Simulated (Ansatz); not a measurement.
# linear Re chain, moments started antiparallel: one chain at several levels of theory, part 3 of 4

Aim: how far do the period, the moment and the conductance of the linear Re chain, moments started antiparallel depend on the functional, the datasets and spin-orbit coupling, and at what cost?

Ansatz 0.2.0; DFT PBE, plane waves, PAW; relaxation of a chain's period (the session's first sound run).

So far, conductance of the lead as this run defines it (G₀): step 3 (the perfect wire, level PBE, k-mesh 1×1×18) 3.83; step 5 (PBEsol, another cell, other starting moments) 3.99.

### Step 7. The wire at its relaxed period, level LDA, k-mesh 1×1×18

This step: DFT LDA, plane waves, PAW; channels and complex bands of a perfect chain (Ansatz 0.2.0).

The channels are counted again under LDA, at the period that it gave.

input.yaml

```yaml
crystal:
  lattice:
    - [7.5, 0.0, 0.0]
    - [0.0, 7.5, 0.0]
    - [0.0, 0.0, 4.4851517522]
  atoms:
    - { symbol: Re, position: [0.5, 0.5, 0.0], spin: 0.79 }
    - { symbol: Re, position: [0.5, 0.5, 0.5], spin: -0.79 }
magnetization:
  spin_polarized: true
kpoints:
  mp_grid: { grid: [1, 1, 18] }
  band_path: { path: ["Γ", Z], npoints: 60 }
scf:
  occupations: { method: fermi_dirac, width: 0.05 }
hamiltonian:
  xc: lda
output:
  transmission:
    e_range: [-2, 2]
    de: 0.035
    kmesh: [1, 1]
    reduced_basis: true
    leads: [[0, 0]]
  dos: { projected: true, e_range: [-6, 4] }
```

On the command line:

```bash
$ ansatz run input.yaml --threads 4 --pin off --max-ram 8192MiB --backend cpu --events-out ev --progress --plain --runs-dir out
```

Numbers of over 12 decimals in the logs are rounded to 6 here.

Output:

```text
[...]
Crystal: 2 atoms, lattice volume = 252.290 Å³
Basis set: ecut = 420 eV, 4975 PW (Γ)
Bands: 20, of which v1, the nominal top of the filled ones, is band 15 counted from 1 (14 counted from 0)
Symmetry: 16 space group operations
[...]
k-points: 10 of 18
[...]
Starting moments: Σ|m| = 1.58 μB on 2 of 2 sites
[...]
--- Transmission ---
  basis      : 497 plane waves across, 6 finite elements along
  points     : 1, standing for a mesh of 1 x 1
[...]
crystal 0  : Re2, at the sites [0, 0], period 4.4852 Å: whole cells are its period
[...]
filled         : 19.4 meV under the level at which it is neutral
    channels       : 4.000000e0 up, 4.000000e0 down
[...]
[key lines of the parts left out:]
SCF converged after 10 iterations
Magnetization: 0.0000 μB (15.0000 up, 15.0000 down)
Free energy (F): -21203.446663 eV
Fermi energy:    -1.604189 eV
```

Wall time 37 s (4 threads of Arm Neoverse V2, shared host); peak memory 0.65 GiB; 2.2 min of CPU time.

Open channels of the lead against energy, zero at the Fermi level:

| energy (eV) | spin up | spin down |
| --- | --- | --- |
| -2.000 | 4 | 4 |
| -1.790 | 4 | 4 |
| -1.615 | 2 | 2 |
| -1.405 | 4 | 4 |
| -1.195 | 5 | 5 |
| -0.985 | 5 | 5 |
| -0.810 | 2 | 2 |
| -0.600 | 4 | 4 |
| -0.390 | 3 | 3 |
| -0.215 | 3 | 3 |
| -0.005 | 4 | 4 |
| 0.205 | 6 | 6 |
| 0.415 | 6 | 6 |
| 0.590 | 6 | 6 |
| 0.800 | 6 | 6 |
| 1.010 | 4 | 4 |
| 1.185 | 4 | 4 |
| 1.395 | 4 | 4 |
| 1.605 | 4 | 4 |
| 1.815 | 3 | 3 |

At the computed energy nearest the Fermi level there are 4 spin-up and 4 spin-down channels, and the thermal average gives 4.62 G₀.

### Step 8. The relaxed wire

This step: DFT RPBE, plane waves, PAW; relaxation of a chain's period (Ansatz 0.2.0).

The relaxation is repeated under another functional. RPBE strengthens the exchange enhancement and tends to longer, weaker bonds than PBE.

input.yaml, the sections that differ from step 7:

```yaml
crystal:
  lattice:
    - [7.5, 0.0, 0.0]
    - [0.0, 7.5, 0.0]
    - [0.0, 0.0, 5.738]
  atoms:
    - { symbol: Re, position: [0.5, 0.5, 0.0], spin: 2.0 }
    - { symbol: Re, position: [0.5, 0.5, 0.5], spin: -2.0 }
kpoints:
  mp_grid: { grid: [1, 1, 14] }
hamiltonian:
  xc: rpbe
relax:
  cell: { fix: [a, b, alpha, beta, gamma] }
  max_steps: 60
# magnetization, scf: as in step 7
# output: removed
```

Output:

```text
[...]
Crystal: 2 atoms, lattice volume = 322.763 Å³
Basis set: ecut = 420 eV, 6299 PW (Γ), exchange–correlation on 108×108×80 points (8 copies of the dense FFT grid, shifted against one another)
Bands: 21, of which v1, the nominal top of the filled ones, is band 15 counted from 1 (14 counted from 0)
Symmetry: 16 space group operations
[...]
0.000000      -0.152800       0.000000
        0.000000       0.000000      -0.009349
  P = ⅓ Tr σ = -0.1050 GPa (-1.050 kbar)
--- Relaxed structure (7 steps of the walk, 7 accepted, 1 SCFs on fresh bases) ---
[...]
cell:  # Å, volume = 265.7837 Å³
    - [7.5, 0.0, 0.0]
    - [0.0, 7.5, 0.0]
    - [0.0, 0.0, 4.725043]
  atoms:
    - { symbol: Re, position: [0.5, 0.5, 0.0] }
    - { symbol: Re, position: [0.5, 0.5, 0.5] }
[key lines of the parts left out:]
SCF converged after 7 iterations
Magnetization: 0.0000 μB (15.0000 up, 15.0000 down)
Free energy (F): -21752.607540 eV
Fermi energy:    -0.879525 eV
```

Elapsed: 9.5 s, on 4 threads; peak memory 0.59 GiB.

Relaxation path:

| step | energy less that of the first step (eV) | largest force component (eV/Å) | pressure (GPa) | volume (Å³) |
| --- | --- | --- | --- | --- |
| 1 | 0.0000 | 0.0000 | -2.14 | 322.76 |
| 2 | -0.6324 | 0.0000 | -2.28 | 307.03 |
| 3 | -1.2377 | 0.0000 | -1.90 | 291.29 |
| 4 | -1.6667 | 0.0000 | -1.06 | 275.56 |
| 5 | -1.7473 | 0.0000 | 0.31 | 262.28 |
| 6 | -1.7602 | 0.0000 | -0.07 | 265.48 |
| 7 | -1.7603 | 0.0000 | -0.10 | 265.78 |
| 8* | -1.7566 | 0.0000 | -0.10 | 265.78 |

Relaxation steps marked * repeat the geometry before them on a plane-wave basis chosen anew for their cell, so energy and pressure can jump there.

Forces are held to the 16 operations that the run works with; a distortion that breaks them can't arise in this run.

| cell as run | before | after | change |
| --- | --- | --- | --- |
| c (Å) | 5.738 | 4.725 | -17.7 % |

Final coordinates:

```xyz
2
Lattice="7.5000 0.0000 0.0000 0.0000 7.5000 0.0000 0.0000 0.0000 4.7250" Properties=species:S:1:pos:R:3
Re    3.7500    3.7500    0.0000
Re    3.7500    3.7500    2.3625
```

The cell's length comes to 4.725 Å, +1.6 % against the first run, with an absolute moment of 5.35 μB a cell. That is -18 % against the start, more than a small adjustment.

### Step 9. The perfect wire, level RPBE, k-mesh 1×1×17

This step: DFT RPBE, plane waves, PAW; channels and complex bands of a perfect chain (Ansatz 0.2.0).

The channels are counted again under RPBE, at the period that it gave.

input.yaml

```yaml
crystal:
  lattice:
    - [7.5, 0.0, 0.0]
    - [0.0, 7.5, 0.0]
    - [0.0, 0.0, 4.7250427679]
  atoms:
    - { symbol: Re, position: [0.5, 0.5, 0.0], spin: 1.62 }
    - { symbol: Re, position: [0.5, 0.5, 0.5], spin: -1.62 }
magnetization:
  spin_polarized: true
kpoints:
  mp_grid: { grid: [1, 1, 17] }
  band_path: { path: ["Γ", Z], npoints: 60 }
scf:
  occupations: { method: fermi_dirac, width: 0.05 }
hamiltonian:
  xc: rpbe
output:
  transmission:
    e_range: [-2, 2]
    de: 0.035
    kmesh: [1, 1]
    reduced_basis: true
    leads: [[0, 0]]
  dos: { projected: true, e_range: [-6, 4] }
```

Output:

```text
[...]
Crystal: 2 atoms, lattice volume = 265.784 Å³
Basis set: ecut = 420 eV, 5191 PW (Γ)
Bands: 21, of which v1, the nominal top of the filled ones, is band 15 counted from 1 (14 counted from 0)
Symmetry: 16 space group operations
[...]
k-points: 9 of 17
[...]
Starting moments: Σ|m| = 3.24 μB on 2 of 2 sites
[...]
--- Transmission ---
  basis      : 497 plane waves across, 6 finite elements along
  points     : 1, standing for a mesh of 1 x 1
[...]
crystal 0  : Re2, at the sites [0, 0], period 4.7250 Å: whole cells are its period
[...]
filled         : 8.3 meV over the level at which it is neutral
    channels       : 3.000000e0 up, 3.000000e0 down
[...]
[key lines of the parts left out:]
SCF converged after 9 iterations
Magnetization: 0.0000 μB (15.0000 up, 15.0000 down)
Free energy (F): -21752.604735 eV
Fermi energy:    -0.868496 eV
```

It took 36 s on 4 threads; peak memory 0.63 GiB.

Table of open channels of the lead by energy, zero at the Fermi level:

| energy (eV) | spin up | spin down |
| --- | --- | --- |
| -2.00 | 3 | 3 |
| -1.90 | 3 | 3 |
| -1.79 | 1 | 1 |
| -1.69 | 1 | 1 |
| -1.58 | 1 | 1 |
| -1.48 | 0 | 0 |
| -1.37 | 0 | 0 |
| -1.23 | 1 | 1 |
| -1.12 | 3 | 3 |
| -1.02 | 3 | 3 |
| -0.92 | 3 | 3 |
| -0.81 | 3 | 3 |
| -0.70 | 3 | 3 |
| -0.60 | 3 | 3 |
| -0.49 | 3 | 3 |
| -0.39 | 3 | 3 |
| -0.28 | 3 | 3 |
| -0.18 | 3 | 3 |
| -0.07 | 3 | 3 |
| -0.01 | 3 | 3 |
| 0.07 | 3 | 3 |
| 0.17 | 4 | 4 |
| 0.28 | 4 | 4 |
| 0.38 | 4 | 4 |
| 0.48 | 4 | 4 |
| 0.59 | 6 | 6 |
| 0.69 | 6 | 6 |
| 0.80 | 6 | 6 |
| 0.91 | 6 | 6 |
| 1.01 | 4 | 4 |
| 1.11 | 4 | 4 |
| 1.22 | 4 | 4 |
| 1.36 | 4 | 4 |
| 1.47 | 3 | 3 |
| 1.57 | 3 | 3 |
| 1.68 | 3 | 3 |
| 1.78 | 1 | 1 |
| 1.89 | 1 | 1 |
| 1.99 | 1 | 1 |

At the computed energy nearest the Fermi level there are 3 spin-up and 3 spin-down channels, and the thermal average gives 3.01 G₀.

### Step 10. Comparing the runs

Times are for 4 threads of Arm Neoverse V2, shared host. The runs compared:

| no. | level | conductance of the lead as this run defines it (G₀) | absolute moment (μB) | time | memory (GiB) |
| --- | --- | --- | --- | --- | --- |
| 1 | PBE | 3.827 | 4.707 | 39 s | 0.64 |
| 2 | PBEsol | 3.995 | 4.213 | 39 s | 0.63 |
| 3 | LDA | 4.617 | 2.617 | 37 s | 0.65 |
| 4 | RPBE | 3.010 | 5.345 | 36 s | 0.63 |

The runs together, line spin up. Open channels of the lead, spin up against energy, zero at the Fermi level:

| energy (eV) | PBE | PBEsol | LDA | RPBE |
| --- | --- | --- | --- | --- |
| -2.000 | 4 | 4 | 4 | 3 |
| -1.790 | 3 | 3 | 4 | 1 |
| -1.615 | 3 | 3 | 2 | 1 |
| -1.405 | 1 | 1 | 4 | 0 |
| -1.195 | 0 | 3 | 5 | 1 |
| -0.985 | 3 | 3 | 5 | 3 |
| -0.810 | 3 | 3 | 2 | 3 |
| -0.600 | 3 | 3 | 4 | 3 |
| -0.390 | 3 | 3 | 3 | 3 |
| -0.215 | 3 | 3 | 3 | 3 |
| -0.005 | 4 | 4 | 4 | 3 |
| 0.205 | 4 | 4 | 6 | 4 |
| 0.415 | 6 | 6 | 6 | 4 |
| 0.590 | 6 | 6 | 6 | 6 |
| 0.800 | 6 | 6 | 6 | 6 |
| 1.010 | 4 | 4 | 4 | 4 |
| 1.185 | 4 | 4 | 4 | 4 |
| 1.395 | 4 | 4 | 4 | 3 |
| 1.605 | 3 | 3 | 4 | 3 |
| 1.815 | 3 | 3 | 3 | 1 |

### Step 11. Relaxing the period, cutoff 979.61 eV

This step: DFT PBE, plane waves, norm-conserving; relaxation of a chain's period (Ansatz 0.2.0).

The same functional on other atomic datasets tests how far the result hangs on the treatment of the cores. Against the first PBE run of this kind, the cutoff is 979.61 eV against 420.

input.yaml

```yaml
crystal:
  lattice:
    - [7.5, 0.0, 0.0]
    - [0.0, 7.5, 0.0]
    - [0.0, 0.0, 5.738]
  atoms:
    - { symbol: Re, position: [0.5, 0.5, 0.0], spin: 2.0 }
    - { symbol: Re, position: [0.5, 0.5, 0.5], spin: -2.0 }
magnetization:
  spin_polarized: true
kpoints:
  mp_grid: { grid: [1, 1, 14] }
scf:
  occupations: { method: fermi_dirac, width: 0.05 }
hamiltonian:
  xc: pbe
  pseudopotentials: { kind: nc, accuracy: standard }
relax:
  cell: { fix: [a, b, alpha, beta, gamma] }
  max_steps: 60
```

Output:

```text
[...]
Crystal: 2 atoms, lattice volume = 322.763 Å³
Basis set: ecut = 979.609905 eV, 22357 PW (Γ), exchange–correlation on 160×160×120 points (8 copies of the dense FFT grid, shifted against one another)
Bands: 21, of which v1, the nominal top of the filled ones, is band 15 counted from 1 (14 counted from 0)
Symmetry: 16 space group operations
[...]
0.000000      -0.153584       0.000000
        0.000000       0.000000      -0.019421
  P = ⅓ Tr σ = -0.1089 GPa (-1.089 kbar)
--- Relaxed structure (6 steps of the walk, 6 accepted, 1 SCFs on fresh bases) ---
[...]
cell:  # Å, volume = 261.6643 Å³
    - [7.5, 0.0, 0.0]
    - [0.0, 7.5, 0.0]
    - [0.0, 0.0, 4.651809]
  atoms:
    - { symbol: Re, position: [0.5, 0.5, 0.0] }
    - { symbol: Re, position: [0.5, 0.5, 0.5] }
[key lines of the parts left out:]
SCF converged after 5 iterations
Magnetization: 0.0000 μB (15.0000 up, 15.0000 down)
Free energy (F): -4713.337320 eV
Fermi energy:    -1.125757 eV
```

It took 24 s on 4 threads; peak memory 1.2 GiB; 91 s of CPU time.

The cell's length comes to 4.652 Å, +0.0 % against the first run, with an absolute moment of 4.82 μB a cell. That is -19 % against the start, more than a small adjustment.

### Step 12. Relaxation of atoms and period

This step: DFT PBE, plane waves, PAW; relaxation of a chain's period (Ansatz 0.2.0).

The same relaxation without spin shows what magnetism does to the bond.

input.yaml, the sections that differ from step 11:

```yaml
crystal:
  lattice:
    - [7.5, 0.0, 0.0]
    - [0.0, 7.5, 0.0]
    - [0.0, 0.0, 5.738]
  atoms:
    - { symbol: Re, position: [0.5, 0.5, 0.0] }
    - { symbol: Re, position: [0.5, 0.5, 0.5] }
hamiltonian:
  xc: pbe
# kpoints, scf, relax: as in step 11
# magnetization: removed
```

Output:

```text
[...]
Crystal: 2 atoms, lattice volume = 322.763 Å³
Basis set: ecut = 420 eV, 6299 PW (Γ), exchange–correlation on 108×108×80 points (8 copies of the dense FFT grid, shifted against one another)
Bands: 19, of which v1, the nominal top of the filled ones, is band 15 counted from 1 (14 counted from 0)
Symmetry: 32 space group operations
[...]
k-points: 8 of 14
[...]
-0.190045       0.000000       0.000000
        0.000000      -0.190045       0.000000
        0.000000       0.000000       0.003359
  P = ⅓ Tr σ = -0.1256 GPa (-1.256 kbar)
--- Relaxed structure (7 steps of the walk, 7 accepted, 1 SCFs on fresh bases) ---
[...]
cell:  # Å, volume = 253.7603 Å³
    - [7.5, 0, 0.0]
    - [0, 7.5, 0.0]
    - [0.0, 0.0, 4.511295]
  atoms:
    - { symbol: Re, position: [0.5, 0.5, 0.0] }
    - { symbol: Re, position: [0.5, 0.5, 0.5] }
[key lines of the parts left out:]
SCF converged after 7 iterations
Free energy (F): -21725.527979 eV
Fermi energy:    -1.529970 eV
```

The job ended after 5.9 s (4 threads; peak memory 0.53 GiB).

The cell's length comes to 4.511 Å, -3.0 % against the first run, with spin left out. The two atoms stand evenly on a line, so the true period is half of it. That is -21 % against the start, more than a small adjustment.

### Step 13. Comparing the runs

Times are for 4 threads of Arm Neoverse V2, shared host. The runs compared:

| no. | level | cell length along the wire (Å) | absolute moment (μB) | time | memory (GiB) |
| --- | --- | --- | --- | --- | --- |
| 1 | PBE | 4.650 | 4.792 | 8.3 s | 0.58 |
| 2 | PBEsol | 4.575 | 4.336 | 9.4 s | 0.59 |
| 3 | LDA | 4.485 | 2.713 | 9.2 s | 0.54 |
| 4 | RPBE | 4.725 | 5.352 | 9.5 s | 0.59 |
| 5 | PBE, NC files | 4.652 | 4.819 | 24 s | 1.2 |
| 6 | PBE, no spin | 4.511 | 0 | 5.9 s | 0.53 |

### Step 14. Two-component spinors, moment axis along the chain

This step: DFT PBE, plane waves, fully relativistic PAW; channels of a perfect chain with spin-orbit coupling (Ansatz 0.2.0).

Spin-orbit coupling mixes the spins and splits bands that cross or touch without it, so it can open or close channels. Fully relativistic datasets take the place of the scalar ones. The window is narrow, since spinor matrices are twice as large.

input.yaml

```yaml
crystal:
  lattice:
    - [7.5, 0.0, 0.0]
    - [0.0, 7.5, 0.0]
    - [0.0, 0.0, 4.6502710722]
  atoms:
    - { symbol: Re, position: [0.5, 0.5, 0.0], spin: 1.44, spin_axis: [0.0, 0.0, 1.0] }
    - { symbol: Re, position: [0.5, 0.5, 0.5], spin: 1.44, spin_axis: [0.0, 0.0, -1.0] }
kpoints:
  mp_grid: { grid: [1, 1, 18] }
  band_path: { path: ["Γ", Z], npoints: 60 }
scf:
  occupations: { method: fermi_dirac, width: 0.05 }
hamiltonian:
  xc: pbe
  pseudopotentials: { kind: paw_fr }
output:
  transmission:
    e_range: [-0.42, 0.42]
    de: 0.035
    kmesh: [1, 1]
    reduced_basis: false
    leads: [[0, 0]]
magnetization:
  noncollinear: true
  spin_orbit: true
```

Output:

```text
[...]
Crystal: 2 atoms, lattice volume = 261.578 Å³
Basis set: ecut = 420 eV, 5127 PW (Γ)
Bands: 38, of which v1, the nominal top of the filled ones, is band 30 counted from 1 (29 counted from 0)
Symmetry: 16 space group operations + 16 with time reversal
[...]
k-points: 10 of 18
Projection manifold: j_resolved (fully-relativistic pseudo-atomic orbitals)
[...]
Starting moments: Σ|m| = 2.88 μB on 2 of 2 sites
[...]
SCF iter   1: F=—  HF=-21779.753262 eV  |F-HF|=—  |Δ(HF+E_count)|=         —  Δρ=3.10e-2  dr2=2.00e0  dr2_m=5.79e-1  ethr=3.10e-3  |M|=1.45e-18 ∫|m|=2.55e0 μB  |m|>n=6.4e-5 m-floor=6.4e-5 τ_xc=0.0e0 mc-row=6.4e-5  β_m=0.30  ⟨swp⟩=9.0  Hψ=4054  notcnv=0  defer=9
[...]
SCF iter  15: F=-21779.540074 eV  HF=-21779.540074 eV  |F-HF|=5.68e-10  |Δ(HF+E_count)|=   7.08e-8  Δρ=8.35e-7  dr2=3.91e-10  dr2_m=5.85e-10  ethr=5.37e-11  |M|=2.39e-18 ∫|m|=4.61e0 μB  |m|>n=0.0e0 m-floor=0.0e0 τ_xc=6.1e-2 mc-row=0.0e0  ⟨swp⟩=3.1  Hψ=923  notcnv=0
SCF 1 converged in 15 iterations: F = -21779.540074 eV  dr2 = 3.91e-10
[...]
transmission: 8 of 8 steps passed
SCF converged after 15 iterations
Magnetization: |M| = 0.0000 μB,  M = (+0.0000, -0.0000, +0.0000) μB
Absolute magnetization: 4.6060 μB (∫|m|, with the PAW one-centre terms)
  site 0: m = (-0.0000, -0.0000, +1.3623) μB, |m| = 1.3623 μB  (R = 0.96 Å)
  site 1: m = (+0.0000, +0.0000, -1.3623) μB, |m| = 1.3623 μB  (R = 0.96 Å)
Free energy (F): -21779.540074 eV
[...]
Internal energy: -21779.522551 eV  (E = F + TS)
E sigma→0 (E₀):  -21779.531313 eV
Entropy (-TS):   -0.017523 eV (-8.762 meV/atom)
Fermi energy:    -1.135802 eV
[...]
--- Band table (eV; the first three rows and the last of 10) ---
  k-point 0: bands = [... 26 lower, -2.5975, -2.5975, -0.5667, -0.5667, 0.1815, 0.1815, 0.3268, 0.3268, ... 12 higher]
  k-point 1: bands = [... 26 lower, -2.5891, -2.5891, -0.5801, -0.5801, 0.1658, 0.1658, 0.2661, 0.2661, ... 12 higher]
  k-point 2: bands = [... 26 lower, -2.5643, -2.5643, -0.6194, -0.6194, 0.0939, 0.0939, 0.1204, 0.1204, ... 12 higher]
  k-point 9: bands = [... 26 lower, -2.3321, -2.3321, -2.2548, -2.2548, -2.2494, -2.2494, -1.9964, -1.9964, ... 12 higher]
--- Transmission ---
  basis      : 497 plane waves across, 8 finite elements along
  points     : 1, standing for a mesh of 1 x 1
[...]
crystal 0  : Re2, at the sites [0, 0], period 4.6503 Å: whole cells are its period
[...]
filled         : 1.1 meV under the level at which it is neutral
    channels       : 8.000000e0 of both spins
[...]
```

It took 8.5 min on 4 threads; peak memory 4.7 GiB.

This step gave:

| Item | Value |
| --- | --- |
| energy at zero smearing | -21779.5313 eV |
| absolute moment | 4.606 μB |
| conductance of the lead as this run defines it | 3.647 G₀ |
| channels at the energy nearest the Fermi level, both spins | 8 |

Table of open channels of the lead, both spins by energy, zero at the Fermi level:

| energy (eV) | open channels of the lead, both spins |
| --- | --- |
| -0.420 | 6 |
| -0.385 | 6 |
| -0.350 | 6 |
| -0.315 | 6 |
| -0.280 | 6 |
| -0.245 | 6 |
| -0.210 | 6 |
| -0.175 | 6 |
| -0.140 | 6 |
| -0.105 | 6 |
| -0.070 | 6 |
| -0.035 | 6 |
| 0.000 | 8 |
| 0.035 | 8 |
| 0.070 | 8 |
| 0.105 | 8 |
| 0.140 | 8 |
| 0.175 | 10 |
| 0.210 | 10 |
| 0.245 | 10 |
| 0.280 | 10 |
| 0.315 | 10 |
| 0.350 | 10 |
| 0.385 | 10 |
| 0.420 | 10 |

The slowest values at each energy, most degenerate partners merged, listed up to 1.5 1/Å. Table of Im kz of the slowest decaying states by energy, zero at the Fermi level:

| energy (eV) | decay 1 (Å⁻¹) | decay 2 (Å⁻¹) | decay 3 (Å⁻¹) | decay 4 (Å⁻¹) |
| --- | --- | --- | --- | --- |
| -0.420 | 0.110 | 0.349 | 0.358 | 0.996 |
| -0.385 | 0.103 | 0.343 | 0.359 | 0.991 |
| -0.350 | 0.0966 | 0.335 | 0.360 | 0.987 |
| -0.280 | 0.0827 | 0.317 | 0.360 | 0.977 |
| -0.245 | 0.0757 | 0.307 | 0.360 | 0.972 |
| -0.210 | 0.0685 | 0.296 | 0.359 | 0.967 |
| -0.175 | 0.0611 | 0.284 | 0.358 | 0.962 |
| -0.140 | 0.0532 | 0.271 | 0.357 | 0.957 |
| -0.070 | 0.0344 | 0.239 | 0.353 | 0.947 |
| -0.035 | 0.0204 | 0.220 | 0.350 | 0.942 |
| 0.000 | 0.199 | 0.347 | 0.937 | 0.973 |
| 0.035 | 0.174 | 0.343 | 0.932 | 0.968 |
| 0.070 | 0.143 | 0.339 | 0.927 | 0.963 |
| 0.140 | 0.0328 | 0.330 | 0.917 | 0.953 |
| 0.175 | 0.324 | 0.912 | 0.948 | 1.01 |
| 0.210 | 0.318 | 0.906 | 0.943 | 1.01 |
| 0.245 | 0.311 | 0.901 | 0.938 | 1.00 |
| 0.280 | 0.304 | 0.896 | 0.933 | 1.00 |
| 0.350 | 0.287 | 0.885 | 0.923 | 0.991 |
| 0.385 | 0.278 | 0.880 | 0.918 | 0.986 |
| 0.420 | 0.267 | 0.874 | 0.912 | 0.981 |

Electronic bands along the path, in eV, zero at the Fermi level:

| point | band 29 | band 30 | band 31 | band 32 | band 33 | band 34 | band 35 | band 36 |
| --- | --- | --- | --- | --- | --- | --- | --- | --- |
| Γ | 0.57 | 0.57 | 1.32 | 1.32 | 1.46 | 1.46 | 1.54 | 1.54 |
| halfway | 0.33 | 0.33 | 0.41 | 0.41 | 0.60 | 0.60 | 1.05 | 1.05 |
| Z | -1.12 | -1.12 | -1.11 | -1.11 | -0.86 | -0.86 | -0.02 | -0.02 |

At the computed energy nearest the Fermi level there are 8 spinor channels, and the thermal average gives 3.65 G₀. The run ends with an absolute moment of 4.61 μB a cell.

Between step 3 and this run (PBE spin-orbit and moment axis along the chain) the value for the conductance of the lead as this run defines it moves from 3.83 G₀ to 3.65 G₀ (-5 %).

(Continued in part 4 of 4.)

[Logs are printed without paths, hosts, clocks, repeated set-up lines and the standing remarks that a program may print on its own settings, such as how far it seeks lower states.]

[Hosts, paths, dates, database ids (printed as entryN), source tags and the programs' standing remarks are cut or masked in the printed files.]
